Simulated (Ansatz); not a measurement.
**Relaxing generalised stacking fault on (110) of a KCl-RbCl solid solution (80 atoms)**

Wanted: the relaxed structure of generalised stacking fault on (110) of a KCl-RbCl solid solution (80 atoms) and its electronic structure.

Calculated with Ansatz 0.2.0; Kohn-Sham DFT, PBE, PAW (set soft_2), plane waves.

### Step 1. Starting point

The cell holds 80 atoms: 13 Rb, 40 Cl and 27 K. Its edges and angles: a = 7.339 Å, b = 10.379 Å, c = 26.050 Å, α = 90.0°, β = 89.3°, γ = 90.0°. It derives from KCl and RbCl. CsCl-type KCl lattice (a = 3.6697 Å, the value set for the mixture), cell with z along [110], 2 x 2 x 5 periods; the third cell vector is tilted by 0.083 of [001] and lengthened by 0.1 Å, so the cell holds one fault; displaced by a Gaussian of 0.01 Å; 13 of 40 K sites given to Rb at random (lattice constant by Vegard's rule between KCl and RbCl).

What the set-up can't give: Atoms were free to move along the slip, so the relaxation can undo part or all of it. The host structure and its lattice constant were typed by rule, without a check against the phase diagram.

### Step 2. Single point at the start

The forces at the start show how far the geometry lies from a minimum of this functional.

input.yaml reads:

```yaml
crystal:
  lattice:
    - [7.3394, 0.0, 0.0]
    - [0.0, 10.37948, 0.0]
    - [0.30583, 0.0, 26.0487]
  atoms:
    - { symbol: Rb, position: [0.95766, 0.00092, 0.99566] }
    - { symbol: Cl, position: [0.24524, 0.00062, 0.09925] }
    - { symbol: K, position: [0.4591, 0.99894, 0.99608] }
    - { symbol: Cl, position: [0.74728, 0.9991, 0.09992] }
    - { symbol: K, position: [0.95613, 0.49869, 0.99572] }
    - { symbol: Cl, position: [0.24734, 0.49817, 0.09923] }
    - { symbol: K, position: [0.45592, 0.49943, 0.99551] }
    - { symbol: Cl, position: [0.74883, 0.49891, 0.09929] }
    - { symbol: K, position: [0.99727, 0.25071, 0.09866] }
    - { symbol: Cl, position: [0.24294, 0.24935, 0.19882] }
    - { symbol: Rb, position: [0.49586, 0.24975, 0.0991] }
    - { symbol: Cl, position: [0.74324, 0.24953, 0.19853] }
    - { symbol: K, position: [0.99373, 0.99888, 0.19899] }
    - { symbol: Cl, position: [0.23821, 0.00132, 0.29812] }
    - { symbol: Rb, position: [0.49155, 0.00078, 0.19902] }
    - { symbol: Cl, position: [0.73799, 0.99887, 0.29884] }
    - { symbol: K, position: [0.99454, 0.74814, 0.09963] }
    - { symbol: Cl, position: [0.24069, 0.75033, 0.19914] }
    - { symbol: K, position: [0.49726, 0.75142, 0.09866] }
    - { symbol: Cl, position: [0.74288, 0.74958, 0.1989] }
    - { symbol: K, position: [0.99152, 0.50196, 0.19937] }
    - { symbol: Cl, position: [0.23733, 0.49997, 0.29846] }
    - { symbol: K, position: [0.49166, 0.50155, 0.19845] }
    - { symbol: Cl, position: [0.73839, 0.49973, 0.29901] }
    - { symbol: K, position: [0.98596, 0.24855, 0.29879] }
    - { symbol: Cl, position: [0.23285, 0.25023, 0.39814] }
    - { symbol: K, position: [0.48884, 0.24952, 0.29866] }
    - { symbol: Cl, position: [0.73098, 0.25172, 0.39778] }
    - { symbol: Rb, position: [0.98073, 0.99859, 0.39799] }
    - { symbol: Cl, position: [0.22904, 0.00269, 0.49788] }
    - { symbol: Rb, position: [0.48035, 0.00218, 0.39826] }
    - { symbol: Cl, position: [0.72964, 0.99894, 0.49801] }
    - { symbol: K, position: [0.98741, 0.74991, 0.29759] }
    - { symbol: Cl, position: [0.23163, 0.75149, 0.3978] }
    - { symbol: Rb, position: [0.48758, 0.75012, 0.2985] }
    - { symbol: Cl, position: [0.73373, 0.7496, 0.39834] }
    - { symbol: K, position: [0.98395, 0.50076, 0.39757] }
    - { symbol: Cl, position: [0.22662, 0.49905, 0.49769] }
    - { symbol: K, position: [0.48422, 0.49924, 0.39807] }
    - { symbol: Cl, position: [0.72841, 0.50026, 0.49752] }
    - { symbol: Rb, position: [0.9796, 0.24981, 0.49807] }
    - { symbol: Cl, position: [0.22381, 0.24918, 0.5978] }
    - { symbol: K, position: [0.47996, 0.25017, 0.49754] }
    - { symbol: Cl, position: [0.72619, 0.24835, 0.59776] }
    - { symbol: K, position: [0.97587, 0.99892, 0.59714] }
    - { symbol: Cl, position: [0.22262, 0.99979, 0.6969] }
    - { symbol: K, position: [0.47858, 0.99889, 0.59774] }
    - { symbol: Cl, position: [0.71923, 0.00089, 0.6967] }
    - { symbol: K, position: [0.98101, 0.75044, 0.49765] }
    - { symbol: Cl, position: [0.22469, 0.74896, 0.59783] }
    - { symbol: K, position: [0.48192, 0.75048, 0.49779] }
    - { symbol: Cl, position: [0.72448, 0.74877, 0.59786] }
    - { symbol: K, position: [0.97481, 0.49884, 0.59711] }
    - { symbol: Cl, position: [0.2206, 0.4991, 0.69631] }
    - { symbol: Rb, position: [0.47522, 0.49942, 0.59705] }
    - { symbol: Cl, position: [0.72013, 0.50057, 0.69699] }
    - { symbol: Rb, position: [0.97159, 0.25001, 0.69702] }
    - { symbol: Cl, position: [0.21494, 0.24898, 0.79682] }
    - { symbol: K, position: [0.47079, 0.24964, 0.69698] }
    - { symbol: Cl, position: [0.71813, 0.25107, 0.79683] }
    - { symbol: K, position: [0.96796, 0.00029, 0.79629] }
    - { symbol: Cl, position: [0.21193, 0.9996, 0.89657] }
    - { symbol: K, position: [0.46803, 0.00109, 0.79594] }
    - { symbol: Cl, position: [0.71342, 0.00119, 0.896] }
    - { symbol: Rb, position: [0.96901, 0.74889, 0.69675] }
    - { symbol: Cl, position: [0.21363, 0.74988, 0.79577] }
    - { symbol: K, position: [0.47315, 0.74961, 0.69764] }
    - { symbol: Cl, position: [0.71721, 0.74917, 0.79655] }
    - { symbol: Rb, position: [0.96586, 0.50013, 0.79658] }
    - { symbol: Cl, position: [0.21436, 0.50137, 0.89549] }
    - { symbol: Rb, position: [0.46835, 0.50019, 0.79643] }
    - { symbol: Cl, position: [0.71474, 0.49923, 0.89666] }
    - { symbol: K, position: [0.96096, 0.24854, 0.89646] }
    - { symbol: Cl, position: [0.20945, 0.24951, 0.99587] }
    - { symbol: K, position: [0.4637, 0.24925, 0.89615] }
    - { symbol: Cl, position: [0.70766, 0.2492, 0.99604] }
    - { symbol: K, position: [0.96359, 0.74971, 0.89558] }
    - { symbol: Cl, position: [0.20751, 0.74949, 0.99572] }
    - { symbol: Rb, position: [0.46426, 0.75033, 0.89632] }
    - { symbol: Cl, position: [0.7108, 0.75161, 0.99571] }
kpoints:
  mp_grid: { grid: [2, 1, 1] }
hamiltonian:
  xc: pbe
scf:
  occupations: { method: fermi_dirac, width: 0.025 }
output:
  forces: true
  stress: true
  populations: true
  dos:
    method: { smearing: { sigma: 0.08 } }
    de: 0.1
    projected: { site_lists: { Cl: [Cl], K: [K], Rb: [Rb] } }
  eigenvalues: true
```

Started as:

```bash
$ ansatz run input.yaml --threads 8 --pin off --max-ram 15872MiB --backend cpu --events-out ev --progress --plain --runs-dir out
```

Numbers of over 12 decimals in the logs are rounded to 6 here.

Log:

```text
Engine: ansatz 0.2.0, aarch64-unknown-linux-gnu
Pseudopotentials: kind: paw
Pseudopotential: Rb, paw, valence charge 9, recommended cutoff 420 eV (normal), Rb.paw.azcp
Pseudopotential: Cl, paw, valence charge 7, recommended cutoff 420 eV (normal), Cl.paw.azcp
Pseudopotential: K, paw, valence charge 9, recommended cutoff 420 eV (normal), K.paw.azcp
[... 5 lines on functional and potentials left out ...]
Crystal: 80 atoms, lattice volume = 1984.368 Å³
Basis set: ecut = 420 eV, 38805 PW (Γ), exchange–correlation on 100×144×360 points (8 copies of the dense FFT grid, shifted against one another)
Bands: 400, of which v1, the nominal top of the filled ones, is band 320 counted from 1 (319 counted from 0)
Symmetry: 1 space group operations
Space group: P1 (ITA 1), of the structure as read, at distance tolerance 1.3e-4 Å
k-points: 2
[... 7 lines on functional and potentials left out ...]
Initial density: superposition of atomic densities (neutral atoms: chi_scale 0, normalization atom), corrected by the library's trained network
Initial wavefunctions: pseudopotential atomic-orbital guess
Functional: x = pbe(κ = 0.804, μ = 0.219515), c = pbe(β = 0.066725)
SCF iter   1: F=—  HF=-127321.713417 eV  |F-HF|=—  |Δ(HF+E_count)|=         —  Δρ=4.18e-4  dr2=5.65e-3  ethr=1.77e-3  ⟨swp⟩=12.0  Hψ=4708  notcnv=0  defer=29
preconditioner: auto → Resta (q_TF=auto, 2.259 Å⁻¹)  ε∞=2.9  [insulator: Δε(μ)=5.559 eV  Ē_g=14.336 eV  σ=0.025 eV  W_gap=1.00  n_scr=404 (ndim 8)  ℏωp=19.7 eV  f_vac=0.000  D(μ)=0.00/eV (n_scr^D=0)  ε∞_Penn≈2.9]
SCF iter   2: F=—  HF=-127321.690626 eV  |F-HF|=—  |Δ(HF+E_count)|=   2.28e-2  Δρ=1.91e-4  dr2=1.18e-3  ethr=8.83e-7  ⟨swp⟩=3.5  Hψ=1669  notcnv=0  defer=68
SCF iter   3: F=—  HF=-127321.690307 eV  |F-HF|=—  |Δ(HF+E_count)|=   3.19e-4  Δρ=7.39e-5  dr2=1.11e-4  ethr=1.84e-7  ⟨swp⟩=2.0  Hψ=1269  notcnv=0  defer=68
SCF iter   4: F=—  HF=-127321.690277 eV  |F-HF|=—  |Δ(HF+E_count)|=   3.04e-5  Δρ=2.80e-5  dr2=1.94e-5  ethr=1.74e-8  ⟨swp⟩=3.0  Hψ=1323  notcnv=0  defer=68
SCF iter   5: F=—  HF=-127321.689014 eV  |F-HF|=—  |Δ(HF+E_count)|=   1.26e-3  Δρ=4.50e-6  dr2=3.68e-7  ethr=3.03e-9  ⟨swp⟩=2.0  Hψ=1236  notcnv=0  defer=68
SCF iter   6: F=-127321.689014 eV  HF=-127321.689014 eV  |F-HF|=2.02e-9  |Δ(HF+E_count)|=   2.79e-7  Δρ=9.82e-7  dr2=2.41e-8  ethr=1.56e-11  ⟨swp⟩=14.0  Hψ=4344  notcnv=0
SCF 1 converged in 6 iterations: F = -127321.689014 eV  dr2 = 2.41e-8
  greatest PAW one-centre occupation: 0.987 electrons in one spin orbital (limit 2), on the K atom at site 36 (counted from 0), in its partial waves of l = 0
SCF converged after 6 iterations
Free energy (F): -127321.689014 eV
Harris-Foulkes:  -127321.689014 eV  (|F-HF|=2.02e-9)
Internal energy: -127321.689014 eV  (E = F + TS)
E sigma→0 (E₀):  -127321.689014 eV
Fermi energy:    6.467942 eV
--- Per-component energies (eV) ---
  E_band       = -3492.046540
  E_kinetic    = 15934.165626
  E_local      = -27105.029529  (includes V_loc(G=0)·N_el)
  E_nonlocal   = 3738.458977
  E_hartree    = 8146.715526
  E_xc         = -9708.125912
  E_vxc        = -11214.355148  (∫ρ·V_xc dr)
  E_paw        = -81519.956406  (= ΣΔE_a)
  E_vpaw       = -1138.719563  (= ΣTr[D̂ρ^β])
  E_aug_tail   = 0.003471  (compensation charges beyond the density's cutoff)
  E_ewald      = -36807.920767
  E_smearing   = -0.000000  (= −TS)
  E_closure    = 0.000000  (closes the sum)
  Σ components = -127321.689014   (vs F -127321.689014, Δ=0.00e0)
--- Forces (eV/Å), atoms counted from 1 ---
  atom   1  Rb     0.13416971    -0.03149034     0.10793151
  atom   2  Cl    -0.17328748    -0.17135720    -0.14895957
  atom   3  K      0.02017871     0.01649589     0.03234875
  atom   4  Cl     0.01644953    -0.11046007    -0.04661690
  atom   5  K      0.08314036     0.02633517     0.02199881
  atom   6  Cl    -0.13819002     0.20473148    -0.05118277
  atom   7  K      0.06552625     0.01635348     0.04036453
  atom   8  Cl    -0.00674017     0.15567920    -0.06531373
  atom   9  K     -0.05702074    -0.01742809     0.02557405
  atom  10  Cl    -0.20650768     0.17194320     0.13756981
  atom  11  Rb    -0.07832909    -0.00331539    -0.05047143
  atom  12  Cl     0.17012364     0.14945969     0.14659400
  atom  13  K     -0.02690156     0.04599566    -0.01849570
  atom  14  Cl    -0.19998353     0.09160904    -0.08333922
[...]
atom  79  Rb    -0.02652702     0.02132843    -0.01184714
  atom  80  Cl    -0.00095094    -0.17758334     0.18844421
  max |Σ_I F_I| component: 4.77e-5 eV/Å
--- Stress (GPa, compression-positive) ---
        4.982139       0.008032      -0.125529
        0.008032       4.855759      -0.000488
       -0.125529      -0.000488       4.816253
  P = ⅓ Tr σ = 4.8847 GPa (48.847 kbar)
--- Band table (eV) ---
  k-point 0: bands = ["-24.2038", "-24.1907", "-24.1734", "-24.1701", [... 384 levels ...], "12.0868", "12.1067", "12.1395", "12.1515", "12.2070", "12.2278", "12.2626", "12.2696", "12.2781", "12.2836", "12.2992", "12.3270"]
  k-point 1: bands = ["-24.2022", "-24.1884", "-24.1695", "-24.1631", [... 384 levels ...], "12.0937", "12.1499", "12.1571", "12.1759", "12.2287", "12.2345", "12.2570", "12.2629", "12.2742", "12.2857", "12.2873", "12.3086"]
--- Löwdin populations: 80 sites ---
  site symbol       q [e]
     0     Rb      8.1967
     1     Cl      7.6992
     2      K      8.2529
[...]
79     Cl      7.6989
  spilling = 0.004340 (of n_electrons = 640.000000)
```

Wall time 34 s (8 threads of Arm Neoverse V2, shared host); peak memory 6.8 GiB.

The run gave:

```yaml
free_energy: -127321.6890 eV
free_energy_per_atom: -1591.5211 eV/atom
scf_cycles: 6
pressure: 4.885 GPa
r_m_s_force_component: 0.1006 eV/Å
longest_force: 0.3571 eV/Å
fermi_energy: 6.468 eV
spacing_of_highest_filled_and_lowest_empty_level: 5.574 eV
spilling_of_the_projection: 0.00434
```

The r.m.s. force component of 0.10 eV/Å and the pressure of 4.9 GPa set the starting point.

Length of the force by element:

```csv
element,coordination,atoms,mean length of the force (eV/Å),spread,least,most
Cl,all,40,0.230,0.0647,0.121,0.357
K,all,27,0.0514,0.0225,0.0072,0.09
Rb,all,13,0.0638,0.0377,0.0237,0.175
```

### Step 3. Relaxation

With the cell held, the atoms are moved downhill towards a nearby minimum.

input.yaml, the sections that differ from step 2:

```yaml
output:
  forces: true
relax:
  f_tol: 0.03
  max_steps: 98
# crystal, kpoints, hamiltonian, scf: as in step 2
```

Log:

```text
[...]
Crystal: 80 atoms, lattice volume = 1984.368 Å³
Basis set: ecut = 420 eV, 38805 PW (Γ), exchange–correlation on 100×144×360 points (8 copies of the dense FFT grid, shifted against one another)
Bands: 400, of which v1, the nominal top of the filled ones, is band 320 counted from 1 (319 counted from 0)
Symmetry: 1 space group operations
[...]
k-points: 2
[...]
SCF iter   1: F=—  HF=-127321.713416 eV  |F-HF|=—  |Δ(HF+E_count)|=         —  Δρ=4.18e-4  dr2=5.65e-3  ethr=1.77e-3  ⟨swp⟩=12.0  Hψ=4708  notcnv=0  defer=29
[...]
SCF iter   6: F=-127321.689014 eV  HF=-127321.689014 eV  |F-HF|=2.58e-9  |Δ(HF+E_count)|=   2.07e-7  Δρ=9.75e-7  dr2=2.38e-8  ethr=5.64e-11  ⟨swp⟩=1.0  Hψ=2015  notcnv=0
SCF 1 converged in 6 iterations: F = -127321.689014 eV  dr2 = 2.38e-8
[...]
relax step   1: F+E_penalty+E_count = -127321.68901443 eV  Δ(F+E_penalty+E_count) = +0.000e0 eV  max|allowed force component| = 3.003e-1 eV/Å  Δτ_max = 0.0000 Å  (6 SCF iters, dr2 threshold 2.25e-5 eV, accepted)
[...]
relax step   2: F+E_penalty+E_count = -127322.01282901 eV  Δ(F+E_penalty+E_count) = -3.238e-1 eV  max|allowed force component| = 1.169e-1 eV/Å  Δτ_max = 0.1471 Å  (5 SCF iters, dr2 threshold 5.64e-6 eV, accepted)
[...]
relax step   3: F+E_penalty+E_count = -127322.09003169 eV  Δ(F+E_penalty+E_count) = -7.720e-2 eV  max|allowed force component| = 1.196e-2 eV/Å  Δτ_max = 0.0914 Å  (6 SCF iters, accepted)
SCF converged after 6 iterations
Free energy (F): -127322.090032 eV
[...]
Internal energy: -127322.090032 eV  (E = F + TS)
E sigma→0 (E₀):  -127322.090032 eV
Fermi energy:    6.482315 eV
[...]
--- Forces (eV/Å), atoms counted from 1 ---
  atom   1  Rb     0.00707350     0.00018144    -0.00391472
  atom   2  Cl    -0.00640878     0.00192938     0.00025118
  atom   3  K      0.00887718    -0.00217241    -0.00279497
  atom   4  Cl    -0.00790325    -0.00129137    -0.00433701
  atom   5  K      0.00801100     0.00078423    -0.00344160
  atom   6  Cl    -0.00810373    -0.00244251     0.00246115
  atom   7  K      0.00946396    -0.00116732    -0.00555330
  atom   8  Cl    -0.00836559     0.00005019     0.00410164
  atom   9  K     -0.00689752    -0.00057986    -0.00003169
  atom  10  Cl    -0.00297285     0.00374234    -0.00438851
  atom  11  Rb    -0.00778555    -0.00367391     0.00142214
  atom  12  Cl    -0.00332025     0.00164729    -0.00493382
  atom  13  K     -0.00374148    -0.00002007     0.00553453
  atom  14  Cl    -0.00260395    -0.00032611    -0.00733263
[...]
atom  79  Rb     0.00452103    -0.00020784    -0.01027628
  atom  80  Cl     0.00833292    -0.00047955     0.00320431
  max |Σ_I F_I| component: 2.34e-5 eV/Å
--- Relaxed structure (3 steps of the walk, 3 accepted, 0 SCFs on fresh bases) ---
  F+E_penalty+E_count = -127322.09003169 eV   max|allowed force component| = 1.196e-2 eV/Å
  atoms:
    - { symbol: Rb, position: [0.975670, -0.000167378, 0.997451] }
    - { symbol: Cl, position: [0.227374, -0.0029686, 0.097534] }
    - { symbol: K, position: [0.475326, 0.999904, 0.997948] }
    - { symbol: Cl, position: [0.732413, 0.997327, 0.097811] }
[...]
- { symbol: Cl, position: [0.724112, 0.747063, 0.999208] }
```

The job ended after 44 s (8 threads; peak memory 6.9 GiB; 5.7 min of CPU time).

The steps of the relaxation:

| step | energy less that of the first step (eV) | largest force component (eV/Å) |
| --- | --- | --- |
| 1 | 0.0000 | 0.3003 |
| 2 | -0.3238 | 0.1169 |
| 3 | -0.4010 | 0.0120 |

The atoms that moved most (Å):

| atom | dx | dy | dz | length |
| --- | --- | --- | --- | --- |
| Cl78 | 0.130 | -0.029 | 0.095 | 0.163 |
| K7 | 0.138 | 0.003 | 0.085 | 0.162 |
| K5 | 0.136 | 0.009 | 0.081 | 0.158 |
| Cl6 | -0.148 | 0.042 | -0.034 | 0.158 |
| Cl2 | -0.132 | -0.037 | -0.045 | 0.144 |
| Cl70 | 0.040 | -0.045 | 0.129 | 0.143 |
| Cl80 | 0.099 | -0.047 | 0.091 | 0.142 |
| Rb1 | 0.133 | -0.011 | 0.047 | 0.141 |

The relaxation changed the energy by -5.01 meV/atom, and atoms moved by 0.092 Å r.m.s., 0.16 Å at most.

### Step 4. Structure statistics after relaxation

Bonds before and after, by the cutoffs listed below:

```
 pair  bonds before  bonds after  mean before (Å)  mean after (Å)  spread before (Å)  spread after (Å)
 Cl-K           216          216            3.183           3.168              0.049             0.028
Cl-Rb           104          104            3.182           3.212              0.040             0.019
```

Density 3.00 g/cm³, 24.80 Å³ an atom.

Pair distribution functions g(r), in bins of 0.2 Å:

```
r (Å)  total  Cl-Cl   Cl-K  Cl-Rb   K-K  K-Rb  Rb-Rb
 3.10   5.35   0.00  14.00   3.92  0.00  0.00   0.00
 3.30   2.44   0.00   1.75  11.40  0.00  0.00   0.00
 3.50   0.23   0.93   0.00   0.00  0.00  0.00   0.00
 3.70   4.12   7.68   0.00   0.00  8.50  9.29   7.62
 3.90   0.03   0.14   0.00   0.00  0.00  0.00   0.00
 4.10   0.00   0.00   0.00   0.00  0.00  0.00   0.00
 4.30   0.00   0.00   0.00   0.00  0.00  0.00   0.00
 4.50   0.00   0.00   0.00   0.00  0.00  0.00   0.00
 4.70   0.00   0.00   0.00   0.00  0.00  0.00   0.00
 4.90   0.00   0.00   0.00   0.00  0.00  0.00   0.00
 5.10   2.32   4.47   0.00   0.00  5.00  5.15   2.45
 5.30   2.07   4.30   0.00   0.00  3.73  3.70   6.15
 5.50   0.00   0.00   0.00   0.00  0.00  0.00   0.00
 5.70   0.00   0.00   0.00   0.00  0.00  0.00   0.00
 5.90   0.01   0.00   0.04   0.00  0.00  0.00   0.00
 6.10   6.34   0.00  12.70  12.70  0.00  0.00   0.00
 6.30   1.49   2.64   0.04   0.08  2.90  4.12   0.93
 6.50   0.48   1.26   0.00   0.00  0.53  0.77   0.91
 6.70   0.00   0.00   0.00   0.00  0.00  0.00   0.00
 6.90   0.00   0.00   0.00   0.00  0.00  0.00   0.00
 7.10   0.00   0.00   0.00   0.00  0.00  0.00   0.00
 7.30   1.04   1.96   0.00   0.00  2.62  1.33   4.00
 7.50   0.06   0.23   0.00   0.00  0.00  0.00   0.00
 7.70   0.00   0.00   0.00   0.00  0.00  0.00   0.00
 7.90   1.65   0.00   2.98   3.98  0.00  0.00   0.00
```

Bonds by pair of elements; cutoffs follow the first minimum of g(r), held within bounds set by covalent radii, and pairs that aren't listed don't count as bonded:

| pair A-B | cutoff (Å) | bonds | mean length (Å) | spread (Å) | shortest (Å) | B about A | A about B |
| --- | --- | --- | --- | --- | --- | --- | --- |
| Cl-K | 3.62 | 216 | 3.17 | 0.028 | 3.11 | 5.4 | 8 |
| Cl-Rb | 3.62 | 104 | 3.21 | 0.019 | 3.15 | 2.6 | 8 |

How many atoms have how many bonded neighbours:

| element | mean | 8 |
| --- | --- | --- |
| Cl | 8 | 40 |
| K | 8 | 27 |
| Rb | 8 | 13 |

Bond angles, per cent of each kind in bins of 5°:

```
angle (°)  Cl-K-Cl  K-Cl-Rb  K-Cl-K  Cl-Rb-Cl  Rb-Cl-Rb
    65–70     14.0     13.9     1.2      13.2      36.3
    70–75     28.8     28.8    41.7      29.7       6.9
    75–80      0.0      0.0     0.0       0.0       0.0
    80–85      0.0      0.0     0.0       0.0       0.0
    85–90      0.0      0.0     0.0       0.0       0.0
    90–95      0.0      0.0     0.0       0.0       0.0
   95–100      0.0      0.0     0.0       0.0       0.0
  100–105      0.0      0.0     0.0       0.0       0.0
  105–110     28.3     33.4    23.5      28.3      46.1
  110–115     14.6      7.1    20.6      14.6       2.9
  115–120      0.0      0.0     0.0       0.0       0.0
  120–125      0.0      0.0     0.0       0.0       0.0
  125–130      0.0      0.0     0.0       0.0       0.0
  130–135      0.0      0.0     0.0       0.0       0.0
  135–140      0.0      0.0     0.0       0.0       0.0
  140–145      0.0      0.0     0.0       0.0       0.0
  145–150      0.0      0.0     0.0       0.0       0.0
  150–155      0.0      0.0     0.0       0.0       0.0
  155–160      0.0      0.0     0.0       0.0       0.0
  160–165      0.0      0.0     0.0       0.0       0.0
  165–170      0.0      0.0     0.0       0.0       0.0
  170–175      0.0      0.0     0.0       0.0       0.0
  175–180     14.3     16.8    13.0      14.3       7.8
```

Bond angles (no mean is given where the spread exceeds 20°):

```csv
angle,count,mean (°),spread (°)
Cl-K-Cl,756,-,-
K-Cl-Rb,524,-,-
K-Cl-K,494,-,-
Cl-Rb-Cl,364,-,-
Rb-Cl-Rb,102,-,-
```

By these cutoffs all Cl atoms have 8, all K atoms have 8 and all Rb atoms have 8 bonded neighbours.

[end of part 1 of 2]

[Logs are printed without paths, hosts, clocks, repeated set-up lines and the standing remarks that a program may print on its own settings, such as how far it seeks lower states.]

[Hosts, paths, dates, database ids (printed as entryN), source tags and the programs' standing remarks are cut or masked in the printed files.]
